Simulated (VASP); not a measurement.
Set up this calculation in VASP 6.6.1, as the native input.

| Item | Value |
| --- | --- |
| Task | relaxation of cell and atoms |
| Functional | optPBE-vdW |
| Potentials or basis | VASP PAW PBE potentials, release 64 (Ta_pv, S) |
| Cutoff | 600 eV |
| k mesh | 9 × 9 × 5 |
| Occupations | fermi-dirac, width 0.05 eV |
| Spin | no spin polarisation |
| Further INCAR settings | ALGO = Fast; EDIFF = 1e-06; IBRION = 2; EDIFFG = -0.01; NSW = 60; ISIF = 3 |

The structure of TaS2 lies in POSCAR:

```
TaS2
1.0
    3.3500000000      0.0000000000      0.0000000000
   -1.6750000000      2.9011851027      0.0000000000
    0.0000000000      0.0000000000      5.8600000000
Ta S
1 2
Direct
    0.0000000000      0.0000000000      0.0000000000
    0.6666666667      0.3333333333      0.7500000000
    0.3333333333      0.6666666667      0.2500000000
```

One way to write it, as run:

INCAR

```
PREC = Accurate
ENCUT = 600
EDIFF = 1E-6
ISMEAR = -1
SIGMA = 0.05
LREAL = F
LASPH = T
NELM = 100
ALGO = Fast
ISIF = 3
LWAVE = F
LCHARG = F
GGA = OR
LUSE_VDW = T
AGGAC = 0.0
IBRION = 2
NSW = 60
EDIFFG = -0.01
```

KPOINTS

```
regular mesh
0
Gamma
  9 9 5
```

Potentials or basis: VASP PAW PBE potentials, release 64 (Ta_pv, S).

Command:

```console
$ cat potpaw_PBE.64/Ta_pv/POTCAR potpaw_PBE.64/S/POTCAR > POTCAR
$ mpirun -np 1 vasp_std > vasp.out
```

Results of the run:

| Property | Result |
| --- | --- |
| Relaxed volume | 20.32 Å³/atom |
| Relaxed cell | a = 3.395 Å, b = 3.395 Å, c = 6.107 Å, α = 90.00°, β = 90.00°, γ = 120.00° |
| Space group after relaxing (to 0.05 Å) | P-3m1 (No. 164) |
| Energy gained by relaxing | 52.0 meV/atom |
| Ionic steps | 17 |
| Pressure after relaxing | 0.0 GPa |
| Largest force after relaxing | 0.004 eV/Å |
| Band gap on the k mesh | none (metal or under the smearing width) |

Caveat: the PAW data sets were made with another functional, which shifts forces and pressure a little.

It took 11 min on 1 thread of AMD EPYC 9R45 (Zen 5), with other jobs on the host, peak memory 0.42 GiB.
